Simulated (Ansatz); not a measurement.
Trial structures of CoSi: starts and ends

These are results of DFT PBE, scalar-relativistic, plane waves, PAW (Ansatz 0.2.0), not measurements. All cells share a 420 eV cutoff and Γ-centred k meshes spaced at most about 0.3 Å⁻¹ (about 0.25 or finer for metals, 2π included). Collinear spin in cells that started with moments and kept them past the coarse steps, no spin elsewhere.

Each guess was relaxed in cell and atoms at zero pressure, within the symmetry of its start. These are static total energies at zero pressure. Coordination counts Si atoms around Co (those within 1.25 times the shortest such distance or 1.15 times the sum of covalent radii, 1.27 where that leaves under three; a plus sign parts nearer from farther groups).

```tsv
guess	made from	start group	V start (Å³/atom)	end group	V end (Å³/atom)	coordination at the end	gap on mesh (eV)	largest moment (μB)	E over the lowest end (meV/atom)
1	random cell	P4/nmm	12.2	P4/nmm	10.9	Co 4+4	0	-	201
2	CdTe type	F-43m	15.5	?	?	?	?	?	?
3	a Materials Project cell	Pm-3m	10.8	Pm-3m (caesium chloride)	10.8	Co 8	0	0.6	206
4	a cell as deposited in COD	P2_13	10.9	P2_13 (FeSi (B20))	10.9	Co 7	0	-	0
```

Guess 2 as it starts:

```yaml
crystal:
  lattice:
    - [0.00000, 2.49277, 2.49277]
    - [2.49277, 0.00000, 2.49277]
    - [2.49277, 2.49277, 0.00000]
  atoms:
    - { symbol: Co, position: [0.25000, 0.25000, 0.25000] }
    - { symbol: Si, position: [0.00000, 0.00000, 0.00000] }
```

Question: Predict the end of this guess and its energy over the lowest end.

Answer: It ends in the zinc blende type, space group F-43m (No. 216), with a = 5.087 Å, 16.5 Å³/atom and no gap, without spin. It lies 0.98 eV/atom over the lowest end, above guess 3 and so the highest of the set. Counting Si atoms around Co, this end has Co 4 and the lowest (guess 4) has Co 7.

```
Co Si
1.0
     0.00000    2.54365    2.54365
     2.54365    0.00000    2.54365
     2.54365    2.54365    0.00000
Co Si
1 1
Direct
  0.25000 0.25000 0.25000
  0.00000 0.00000 0.00000
```

Formation energies are uncorrected and refer to the elements' standard structures at the same level.

Question: Is the lowest end bound against the elements?

Answer: Yes: its formation energy is −0.61 eV/atom. Whether it is stable depends on the other phases of the system, which aren't compared here.

The k mesh leaves some 4 meV/atom of noise in the energy of each metallic cell. The zero gap of P2_13 may come from the functional, which often closes small gaps, or the cell may be a true semimetal. Another magnetic order may lie lower. Trial moments died out on the coarse mesh in P2_13, P4/nmm and F-43m; another magnetic start might hold. With atoms moved at random, P2_13 came back. Other cells relaxed within their symmetry can be saddle points. Some structure types and database cells were kept out of the candidates from the start, so a known form may be missing.

The B20 form of CoSi is clearly favoured, in line with experiment, but neither density nor coordination alone explains the order. The caesium chloride cell is marginally denser and has more Si around Co, yet lies 206 meV/atom higher. The sevenfold environment in B20 probably allows stronger Co d–Si p hybridisation, moving states away from the Fermi level. The moment in the caesium chloride cell suggests that more d states remain there, favouring exchange splitting. Its near-degeneracy with P4/nmm leaves the order of those two unresolved.

Zinc blende fails for a plainer reason: its open fourfold network suits an octet compound, whereas CoSi has a partly filled d shell and gains from denser metallic-covalent bonding. At 0.98 eV/atom over B20, it is unbound even against the elements, while the other two higher ends remain bound.

The zero gap in B20 is physically expected: relative to isostructural, narrow-gap FeSi, cobalt's extra valence electron moves the Fermi level above the gap, into bands that cross, making CoSi a semimetal.
